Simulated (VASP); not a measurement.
# C61N2 (a cell with a defect) in VASP: settings compared

Aim: see how the results for C61N2 (a cell with a defect) move with the level of theory and the settings. Levels: PBE, HSE06. Tasks: hyperfine couplings.

All numbers are computed with VASP 6.6.1; they aren't measurements. Logs are shortened: lines on timing, memory, paths and dates and some standing lists are left out, and cuts for length are marked.

## (1) The structure

The cell holds a defect, 63 atoms: a = 7.144 Å, b = 7.144 Å, c = 7.144 Å, α = 90.00°, β = 90.00°, γ = 90.00°.

The cell was built by a generator and needn't be a form met in nature.

## (2) Hyperfine couplings, PBE, collinear spin, ferromagnetic start

Contents of INCAR:

```
ALGO = Fast
EDIFF = 1E-7
ENCUT = 420
GGA = PE
ISIF = 2
ISMEAR = 0
ISPIN = 2
ISYM = 0
LASPH = True
LCHARG = False
LEFG = True
LHYPERFINE = True
LORBIT = 11
LREAL = False
LUSENCCL = False
LWAVE = False
MAGMOM = 0 0 0 0 0 0 0 0 0 0 0 0 0 0 0 0 0 0 0 0 0 0 0 0 0 0 0 0 0 0 0 0 0 0 0 0 0 0 0 0 0 0 0 0 0.5 0 0 0 0 0 0 0 0 0 0.5 0 0 0 0 0 0 0 0
NELECT = 255
NELM = 100
NGYROMAG = 3.0777 10.7084
NUPDOWN = 1
PREC = Accurate
QUAD_EFG = 20.44 0
SIGMA = 0.01
```

Contents of KPOINTS:

```
k-points
0
Gamma
  1 1 1
```

Contents of POSCAR:

```
C61N2
1.0
    7.1440000000      0.0000000000      0.0000000000
    0.0000000000      7.1440000000      0.0000000000
    0.0000000000      0.0000000000      7.1440000000
N C
2 61
Direct
    0.1372321000      0.1374644000      0.1374644000
    0.1372321000      0.8625356000      0.8625356000
    0.0054726000      0.2494099000      0.2494099000
    0.1245483000      0.3765287000      0.3765287000
    0.2491870000      0.0060482000      0.2491286000
    0.3760976000      0.1250501000      0.3765649000
    0.2491870000      0.2491288000      0.0060482000
    0.3760976000      0.3765649000      0.1250501000
    0.9997465000      0.0000000000      0.5000000000
    0.1233505000      0.1225118000      0.6276655000
    0.9975992000      0.2459111000      0.7540889000
    0.1233505000      0.3723345000      0.8774882000
    0.2491870000      0.9939518000      0.7508714000
    0.3720496000      0.1221761000      0.8778240000
    0.2497270000      0.2492378000      0.5019246000
    0.3745274000      0.3741950000      0.6258050000
    0.9997465000      0.5000000000      1.0000000000
    0.1233505000      0.6276655000      0.1225118000
    0.9975992000      0.7540889000      0.2459111000
    0.1233505000      0.8774882000      0.3723345000
    0.2497270000      0.5019246000      0.2492378000
    0.3745274000      0.6258050000      0.3741950000
    0.2491870000      0.7508712000      0.9939518000
    0.3720496000      0.8778239000      0.1221761000
    0.9997170000      0.5000000000      0.5000000000
    0.1245483000      0.6234713000      0.6234713000
    0.0054726000      0.7505901000      0.7505901000
    0.2497270000      0.4980754000      0.7507622000
    0.3760976000      0.6234351000      0.8749499000
    0.2497270000      0.7507622000      0.4980754000
    0.3760976000      0.8749499000      0.6234351000
    0.5001733000      1.0000000000      0.0000000000
    0.6254199000      0.1248861000      0.1248861000
    0.5008679000      0.2502151000      0.2502151000
    0.6257256000      0.3748477000      0.3748477000
    0.7505510000      0.9980469000      0.2483586000
    0.8768170000      0.1236797000      0.3729489000
    0.7505510000      0.2483586000      0.9980469000
    0.8768170000      0.3729489000      0.1236797000
    0.4995409000      0.0000000000      0.5000000000
    0.6235510000      0.1238294000      0.6237808000
    0.4985677000      0.2491934000      0.7508066000
    0.6235510000      0.3762192000      0.8761706000
    0.7505510000      0.0019531000      0.7516414000
    0.8627391000      0.1329152000      0.8670848000
    0.7508805000      0.2497196000      0.4992420000
    0.8756022000      0.3753445000      0.6246555000
    0.4995409000      0.5000000000      0.0000000000
    0.6235510000      0.6237808000      0.1238294000
    0.4985677000      0.7508066000      0.2491934000
    0.6235510000      0.8761706000      0.3762192000
    0.7508805000      0.4992420000      0.2497196000
    0.8756022000      0.6246555000      0.3753445000
    0.7505510000      0.7516414000      0.0019531000
    0.8627391000      0.8670848000      0.1329152000
    0.5001846000      0.5000000000      0.5000000000
    0.6257256000      0.6251523000      0.6251523000
    0.5008679000      0.7497849000      0.7497849000
    0.6254199000      0.8751139000      0.8751139000
    0.7508805000      0.5007580000      0.7502804000
    0.8768170000      0.6270511000      0.8763203000
    0.7508805000      0.7502804000      0.5007580000
    0.8768170000      0.8763203000      0.6270511000
```

Potentials or basis: VASP PAW PBE potentials, release 64 (N, C).

Launch:

```bash
cat potpaw_PBE.64/N/POTCAR potpaw_PBE.64/C/POTCAR > POTCAR
mpirun -np 1 vasp_std > vasp.out
```

OUTCAR:

```text
EDIFF = 1E-7
   ENCUT = 420
   GGA = PE
   ISIF = 2
   ISMEAR = 0
   ISPIN = 2
   ISYM = 0
   LASPH = True
   LORBIT = 11
   LREAL = False
   NELECT = 255
   NELM = 100
   NUPDOWN = 1
   PREC = Accurate

 ion  position               nearest neighbor table
   1  0.137  0.137  0.137-   5 1.47   7 1.47   3 1.47
   2  0.137  0.863  0.863-  13 1.47  23 1.47  27 1.47
   3  0.005  0.249  0.249-   1 1.47   4 1.54  37 1.56  39 1.56
   4  0.125  0.377  0.377-  25 1.53   3 1.54  15 1.56  21 1.56
   5  0.249  0.006  0.249-   1 1.47   6 1.54  20 1.56  24 1.56
   6  0.376  0.125  0.377-  40 1.53   5 1.54  15 1.55  34 1.55
   7  0.249  0.249  0.006-   1 1.47   8 1.54  12 1.56  14 1.56
   8  0.376  0.377  0.125-  48 1.53   7 1.54  21 1.55  34 1.55
[... 41 lines left out ...]
  50  0.499  0.751  0.249-  22 1.54  49 1.56  51 1.56  24 1.57
  51  0.624  0.876  0.376-  40 1.53  36 1.55  50 1.56  62 1.56
  52  0.751  0.499  0.250-  35 1.55  53 1.55  49 1.56  39 1.56
  53  0.876  0.625  0.375-  25 1.54  52 1.55  62 1.55  19 1.57
  54  0.751  0.752  0.002-  55 1.48  59 1.55  61 1.55  49 1.55
  55  0.863  0.867  0.133-  54 1.48  36 1.48  19 1.49
  56  0.500  0.500  0.500-  35 1.55  57 1.55  16 1.56  22 1.56
  57  0.626  0.625  0.625-  58 1.54  60 1.55  62 1.55  56 1.55
  58  0.501  0.750  0.750-  57 1.54  59 1.55  29 1.55  31 1.55
  59  0.625  0.875  0.875-  32 1.55  58 1.55  54 1.55  44 1.55
  60  0.751  0.501  0.750-  57 1.55  47 1.55  43 1.56  61 1.56
  61  0.877  0.627  0.876-  17 1.54  54 1.55  27 1.56  60 1.56
  62  0.751  0.750  0.501-  57 1.55  53 1.55  51 1.56  63 1.56
  63  0.877  0.876  0.627-   9 1.54  44 1.55  27 1.56  62 1.56

IMPORTANT INFORMATION: All symmetrisations will be switched off!
NOSYMM: (Re-)initialisation of all symmetry stuff for point group C_1.

----------------------------------------------------------------------------------------

                                     Primitive cell

  volume of cell :     364.6064

  direct lattice vectors                    reciprocal lattice vectors
     7.144000000  0.000000000  0.000000000     0.139977604  0.000000000  0.000000000
     0.000000000  7.144000000  0.000000000     0.000000000  0.139977604  0.000000000
     0.000000000  0.000000000  7.144000000     0.000000000  0.000000000  0.139977604

  length of vectors
     7.144000000  7.144000000  7.144000000     0.139977604  0.139977604  0.139977604

  position of ions in fractional coordinates (direct lattice)
     0.137232100  0.137464400  0.137464400
     0.137232100  0.862535600  0.862535600
     0.005472600  0.249409900  0.249409900
     0.124548300  0.376528700  0.376528700
     0.249187000  0.006048200  0.249128600
     0.376097600  0.125050100  0.376564900
[... 55 lines left out ...]
     0.750880500  0.750280400  0.500758000
     0.876817000  0.876320300  0.627051100

  ion indices of the primitive-cell ions
   primitive index   ion index
                 1           1
                 2           2
                 3           3
                 4           4
                 5           5
                 6           6
[... 55 lines left out ...]
                62          62
                63          63

----------------------------------------------------------------------------------------

 KPOINTS: k-points

Automatic generation of k-mesh.
 Grid dimensions read from file:
 generate k-points for:    1    1    1

 Generating k-lattice:

[... 409 lines left out ...]
      0.88977      2.68992      2.68992        -0.004207     -0.001106     -0.001106
      1.78019      0.04321      1.77977         0.001753      0.001384      0.003049
      2.68684      0.89336      2.69018        -0.003251     -0.003971     -0.001261
[... 55 lines left out ...]
      5.36429      5.36000      3.57742        -0.003068     -0.003394     -0.000015
      6.26398      6.26043      4.47965         0.001451      0.001667      0.000555
 -----------------------------------------------------------------------------------
[... 28 lines left out ...]
   1      73.229    71.477  -144.706       0.012
   2      73.229    71.477  -144.706       0.012
   3      -9.604    -8.019    17.623       0.090
   4      -4.168    -0.639     4.807       0.734
   5      -9.313    -7.466    16.779       0.110
   6      -2.945    -0.066     3.011       0.956
[... 55 lines left out ...]
  62      -1.080    -0.247     1.328       0.628
  63       3.507     0.332    -3.840       0.827
----------------------------------------------------------------------

           NMR quadrupolar parameters

 Cq : quadrupolar parameter    Cq=e*Q*V_zz/h
 eta: asymmetry parameters     (V_yy - V_xx)/ V_zz
 Q  : nuclear electric quadrupole moment in mb (millibarn)
----------------------------------------------------------------------
 ion       Cq(MHz)       eta       Q (mb)
----------------------------------------------------------------------
   1      -7.152       0.012      20.440
   2      -7.152       0.012      20.440
   3       0.000       0.090       0.000
   4       0.000       0.734       0.000
   5       0.000       0.110       0.000
   6       0.000       0.956       0.000
[... 55 lines left out ...]
  62       0.000       0.628       0.000
  63      -0.000       0.827       0.000
----------------------------------------------------------------------

 Fermi contact (isotropic) hyperfine coupling parameter (MHz)
 -------------------------------------------------------------
  ion      A_pw      A_1PS     A_1AE     A_1c      A_tot
 -------------------------------------------------------------
   1       0.126     0.124    -3.298    -0.390    -3.296
   2       0.126     0.124    -3.298    -0.390    -3.295
   3      -0.068    -0.069    -0.701     0.104    -0.701
   4      -0.047    -0.048    -0.625     0.066    -0.625
   5       0.013     0.013    -0.798    -0.073    -0.798
   6       0.401     0.403     0.794    -0.801     0.792
[... 55 lines left out ...]
  62      -0.149    -0.152    -3.499     0.118    -3.497
  63       0.477     0.482     5.447    -0.699     5.443
 -------------------------------------------------------------

 Dipolar hyperfine coupling parameters (MHz)
 ---------------------------------------------------------------------
  ion      A_xx      A_yy      A_zz      A_xy      A_xz      A_yz
 ---------------------------------------------------------------------
   1      -0.281     0.141     0.141     0.198     0.198    -0.395
   2      -0.281     0.141     0.140    -0.198    -0.198    -0.395
   3      -0.532     0.266     0.266     0.228     0.227     0.547
   4      -0.166     0.083     0.083     0.018     0.018     0.021
   5       0.695    -0.666    -0.029     0.070     0.628     0.014
   6      -0.027     0.204    -0.177    -0.590     0.452    -0.653
[... 55 lines left out ...]
  62      -0.442    -0.160     0.602     0.113    -0.215    -0.069
  63      -1.509     0.406     1.102    -0.569    -0.346     1.551
 ---------------------------------------------------------------------

 Total hyperfine coupling parameters after diagonalization (MHz)
 (convention: |A_zz| > |A_xx| > |A_yy|)
 ----------------------------------------------------------------------
  ion      A_xx      A_yy      A_zz     asymmetry (A_yy - A_xx)/ A_zz
 ----------------------------------------------------------------------
   1      -3.283    -2.760    -3.844      -0.136
   2      -3.283    -2.760    -3.844      -0.136
   3      -0.982     0.185    -1.305      -0.895
   4      -0.562    -0.519    -0.793      -0.055
   5      -1.187     0.263    -1.469      -0.987
   6       0.300     0.125     1.952      -0.089
[... 55 lines left out ...]
  62      -3.639    -2.842    -4.009      -0.199
  63       4.668     3.774     7.886      -0.113
 ---------------------------------------------------------------------

 total charge

# of ion       s       p       d       tot
------------------------------------------
    1        1.211   2.689   0.000   3.900
    2        1.211   2.689   0.000   3.900
    3        0.821   1.724   0.000   2.545
    4        0.829   1.766   0.000   2.594
    5        0.821   1.727   0.000   2.548
    6        0.831   1.771   0.000   2.601
[... 55 lines left out ...]
   62        0.825   1.750   0.000   2.575
   63        0.824   1.752   0.000   2.577
--------------------------------------------------
tot         52.837 112.566   0.000 165.402

 magnetization (x)

# of ion       s       p       d       tot
------------------------------------------
    1       -0.001   0.003   0.000   0.002
    2       -0.001   0.003   0.000   0.002
    3       -0.000  -0.001   0.000  -0.001
    4       -0.000  -0.000   0.000  -0.000
    5       -0.000   0.000   0.000   0.000
    6        0.000   0.003   0.000   0.003
[... 55 lines left out ...]
   62       -0.000  -0.001   0.000  -0.001
   63        0.001   0.004   0.000   0.004
--------------------------------------------------
tot          0.067   0.571   0.000   0.638
```

Wall time 5.5 min (1 × NVIDIA H100 80GB with 1 thread of AMD EPYC 7R13 (Zen 3), shared host); peak memory 1.4 GiB.

What came out:

- Free energy: -549.5744 eV
- Largest force: 0.006 eV/Å
- Net moment: 1.00 μB per cell
- Site moments: N +0.00; C -0.00, +0.00, +0.01, -0.01, +0.02, +0.24 μB
- Valence electrons inside the program's atomic spheres: N 3.90; C 2.54, 2.59, 2.55, 2.60, 2.58, 2.57, 2.61, 2.62

Forces on the atoms (eV/Å):
```
N    0.001 -0.001 -0.001
N    0.001  0.001  0.001
C    0.002  0.002  0.002
C   -0.004 -0.001 -0.001
C    0.002  0.001  0.003
C   -0.003 -0.004 -0.001
C    0.002  0.003  0.001
C   -0.003 -0.001 -0.004
C    0.001  0.000  0.000
C   -0.001 -0.002  0.000
C   -0.002  0.001 -0.001
C   -0.001  0.000  0.002
C    0.002 -0.001 -0.003
C    0.002 -0.001  0.001
C    0.003  0.003  0.000
C    0.001  0.001 -0.001
C    0.001  0.000  0.000
C   -0.001  0.000 -0.002
C   -0.002 -0.001  0.001
C   -0.001  0.002  0.000
C    0.003  0.000  0.003
C    0.001 -0.001  0.001
C    0.002 -0.003 -0.001
C    0.002  0.001 -0.001
C    0.001  0.000  0.000
C   -0.004  0.001  0.001
C    0.002 -0.002 -0.002
C    0.003  0.000 -0.003
C   -0.003  0.001  0.004
C    0.003 -0.003  0.000
C   -0.003  0.004  0.001
C   -0.001  0.000  0.000
C    0.000 -0.002 -0.002
C   -0.001  0.002  0.002
C    0.000  0.000  0.000
C    0.000 -0.006  0.001
C    0.001 -0.002 -0.001
C    0.000  0.001 -0.006
C    0.001 -0.001 -0.002
C    0.003  0.000  0.000
C    0.000 -0.003  0.003
C   -0.001  0.004 -0.004
C    0.000 -0.003  0.003
C    0.000  0.006 -0.001
C   -0.001 -0.001  0.001
C   -0.003  0.003  0.000
C    0.002 -0.001  0.001
C    0.003  0.000  0.000
C    0.000  0.003 -0.003
C   -0.001 -0.004  0.004
C    0.000  0.003 -0.003
C   -0.003  0.000  0.003
C    0.002  0.001 -0.001
C    0.000 -0.001  0.006
C   -0.001  0.001 -0.001
C   -0.002  0.000  0.000
C    0.000  0.000  0.000
C   -0.001 -0.002 -0.002
C    0.000  0.002  0.002
C   -0.003  0.000 -0.003
C    0.001  0.001  0.002
C   -0.003 -0.003  0.000
C    0.001  0.002  0.001
```

Electric field gradients, principal values (V/Å²):
| atom | Vxx | Vyy | Vzz |
| --- | --- | --- | --- |
| 1 N | 71.477 | 73.229 | -144.706 |
| 2 N | 71.477 | 73.229 | -144.706 |
| 3 C | -8.019 | -9.604 | 17.623 |
| 4 C | -0.639 | -4.168 | 4.807 |
| 5 C | -7.466 | -9.313 | 16.779 |
| 6 C | -0.066 | -2.945 | 3.011 |
| 7 C | -7.466 | -9.313 | 16.779 |
| 8 C | -0.066 | -2.945 | 3.011 |
| 9 C | -0.407 | -0.717 | 1.124 |
| 10 C | -0.123 | -4.168 | 4.291 |
| 11 C | 4.418 | 8.190 | -12.608 |
| 12 C | -0.123 | -4.168 | 4.291 |
| 13 C | -7.466 | -9.313 | 16.779 |
| 14 C | 1.926 | 2.306 | -4.232 |
| 15 C | 0.036 | 1.329 | -1.364 |
| 16 C | -0.807 | -1.104 | 1.911 |
| 17 C | -0.407 | -0.717 | 1.124 |
| 18 C | -0.123 | -4.168 | 4.291 |
| 19 C | 4.418 | 8.190 | -12.608 |
| 20 C | -0.123 | -4.168 | 4.291 |
| 21 C | 0.036 | 1.329 | -1.364 |
| 22 C | -0.807 | -1.104 | 1.911 |
| 23 C | -7.466 | -9.313 | 16.779 |
| 24 C | 1.926 | 2.306 | -4.232 |
| 25 C | 0.683 | 0.970 | -1.653 |
| 26 C | -0.639 | -4.168 | 4.807 |
| 27 C | -8.019 | -9.604 | 17.623 |
| 28 C | 0.036 | 1.329 | -1.364 |
| 29 C | -0.066 | -2.945 | 3.011 |
| 30 C | 0.036 | 1.329 | -1.364 |
| 31 C | -0.066 | -2.945 | 3.011 |
| 32 C | 0.704 | 0.719 | -1.423 |
| 33 C | -1.040 | -2.482 | 3.522 |
| 34 C | 0.330 | 1.834 | -2.164 |
| 35 C | -0.685 | -0.816 | 1.501 |
| 36 C | 4.998 | 8.301 | -13.299 |
| 37 C | 0.332 | 3.507 | -3.840 |
| 38 C | 4.998 | 8.301 | -13.299 |
| 39 C | 0.332 | 3.507 | -3.840 |
| 40 C | -0.614 | -1.763 | 2.377 |
| 41 C | 0.641 | 4.476 | -5.116 |
| 42 C | -2.019 | -2.076 | 4.095 |
| 43 C | 0.641 | 4.476 | -5.117 |
| 44 C | 4.998 | 8.301 | -13.299 |
| 45 C | 13.271 | 16.367 | -29.638 |
| 46 C | -0.247 | -1.081 | 1.328 |
| 47 C | 1.783 | 2.964 | -4.747 |
| 48 C | -0.614 | -1.763 | 2.377 |
| 49 C | 0.641 | 4.476 | -5.117 |
| 50 C | -2.019 | -2.076 | 4.095 |
| 51 C | 0.641 | 4.476 | -5.116 |
| 52 C | -0.247 | -1.081 | 1.328 |
| 53 C | 1.783 | 2.963 | -4.746 |
| 54 C | 4.998 | 8.301 | -13.299 |
| 55 C | 13.271 | 16.367 | -29.638 |
| 56 C | -0.062 | -1.109 | 1.171 |
| 57 C | -0.685 | -0.816 | 1.501 |
| 58 C | 0.330 | 1.834 | -2.164 |
| 59 C | -1.040 | -2.482 | 3.522 |
| 60 C | -0.247 | -1.081 | 1.328 |
| 61 C | 0.332 | 3.507 | -3.840 |
| 62 C | -0.247 | -1.080 | 1.328 |
| 63 C | 0.332 | 3.507 | -3.840 |

Hyperfine coupling, principal values (MHz):
```csv
atom,values
1 N,"-3.3, -2.8, -3.8"
2 N,"-3.3, -2.8, -3.8"
3 C,"-1.0, 0.2, -1.3"
4 C,"-0.6, -0.5, -0.8"
5 C,"-1.2, 0.3, -1.5"
6 C,"0.3, 0.1, 2.0"
7 C,"-1.2, 0.3, -1.5"
8 C,"0.3, 0.1, 2.0"
9 C,"-2.8, -1.1, -2.9"
10 C,"-1.0, 0.0, 1.7"
11 C,"-13.1, -7.1, -13.6"
12 C,"-1.0, 0.0, 1.7"
13 C,"-1.2, 0.3, -1.5"
14 C,"3.8, 2.7, 4.2"
15 C,"0.9, 0.5, 1.0"
16 C,"3.7, 3.3, 3.9"
17 C,"-2.8, -1.1, -2.9"
18 C,"-1.0, 0.0, 1.7"
19 C,"-13.1, -7.1, -13.6"
20 C,"-1.0, 0.0, 1.7"
21 C,"0.9, 0.5, 1.0"
22 C,"3.7, 3.3, 3.9"
23 C,"-1.2, 0.3, -1.5"
24 C,"3.8, 2.7, 4.2"
25 C,"-1.1, -0.6, 6.2"
26 C,"-0.6, -0.5, -0.8"
27 C,"-1.0, 0.2, -1.3"
28 C,"0.9, 0.5, 1.0"
29 C,"0.3, 0.1, 2.0"
30 C,"0.9, 0.5, 1.0"
31 C,"0.3, 0.1, 2.0"
32 C,"-2.9, -1.8, -3.4"
33 C,"2.3, 0.1, 6.0"
34 C,"-2.4, -2.1, -2.6"
35 C,"-2.2, -1.7, -2.4"
36 C,"-15.0, -12.1, -15.3"
37 C,"4.7, 3.8, 7.9"
38 C,"-15.0, -12.1, -15.3"
39 C,"4.7, 3.8, 7.9"
40 C,"-2.8, 0.9, -3.2"
41 C,"25.9, 25.4, 33.8"
42 C,"0.5, 0.4, 1.5"
43 C,"25.9, 25.4, 33.8"
44 C,"-15.0, -12.1, -15.3"
45 C,"156.8, 156.3, 276.0"
46 C,"-3.6, -2.8, -4.0"
47 C,"23.0, 22.4, 34.2"
48 C,"-2.8, 0.9, -3.2"
49 C,"25.9, 25.4, 33.8"
50 C,"0.5, 0.4, 1.5"
51 C,"25.9, 25.4, 33.8"
52 C,"-3.6, -2.8, -4.0"
53 C,"23.0, 22.4, 34.2"
54 C,"-15.0, -12.1, -15.3"
55 C,"156.8, 156.3, 276.0"
56 C,"-0.2, -0.2, 0.5"
57 C,"-2.2, -1.7, -2.4"
58 C,"-2.4, -2.1, -2.6"
59 C,"2.3, 0.1, 6.0"
60 C,"-3.6, -2.8, -4.0"
61 C,"4.7, 3.8, 7.9"
62 C,"-3.6, -2.8, -4.0"
63 C,"4.7, 3.8, 7.9"
```

Caveat: the cell carries a net charge on a neutralising background, which shifts energy and pressure; the cell is charged against a uniform background, so pressure and absolute levels hang on convention; the total moment is fixed, so each spin has its own Fermi level.

(Part 1 of 2 ends here.)
